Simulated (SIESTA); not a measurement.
**GaP under changes of volume**

One of the cells (20.240 Å³/atom); the others are scaled copies at fixed shape and fractional positions:

```
Ga P
1.0
     0.00000    2.72525    2.72525
     2.72525    0.00000    2.72525
     2.72525    2.72525    0.00000
Ga P
1 1
Direct
  0.00000 0.00000 0.00000
  0.75000 0.75000 0.75000
```

| Property | Result |
| --- | --- |
| Program | SIESTA 5.4.2 |
| Functional | LDA |
| Potentials or basis | PseudoDojo 0.4 standard (LDA files) |
| Basis | DZP (energy shift 0.003 Ry; two zetas on semicore shells) |
| Grid cutoff | 800 Ry |
| Energy shift | 0.003 Ry |
| k mesh | 8 × 8 × 8 |
| Occupations | fermi-dirac, width 0.05 eV |
| Spin | no spin polarisation |

```csv
volume (Å³/atom),energy over the lowest point (meV/atom),pressure (GPa),gap on the mesh (eV)
19.026,?,?,?
19.431,0.94,1.3,1.42
19.836,0.00,-0.5,1.46
20.240,3.52,-2.2,1.50
20.645,11.06,-3.7,1.47
21.050,22.21,-5.1,1.41
21.455,36.68,-6.3,1.28
```

Q: What does the run at 19.026 Å³/atom give?

A: Energy over the lowest point 6.85 meV/atom; pressure 3.4 GPa; gap on the mesh 1.38 eV.

Worked out: A Birch-Murnaghan fit of order 3 (a polynomial in V^(-2/3)) to the other rows has its minimum at 19.71 Å³/atom with B0 = V·E''(V) = 88 GPa and B' = 4.0. It gives 6.80 meV/atom at 19.026 Å³/atom, against the run's 6.85, and -dE/dV = 3.4 GPa, against 3.4. A parabola through the other rows of the gap, of slope 6.84 eV per unit of ln V there, extrapolates to 1.29 eV, against the run's 1.38.

Energies are extrapolated to zero smearing.

Caveats: the basis of atomic orbitals isn't converged, which shifts pressures, moduli and gaps.

A mesh can miss the band edges. Spin-orbit coupling on Ga is left out.
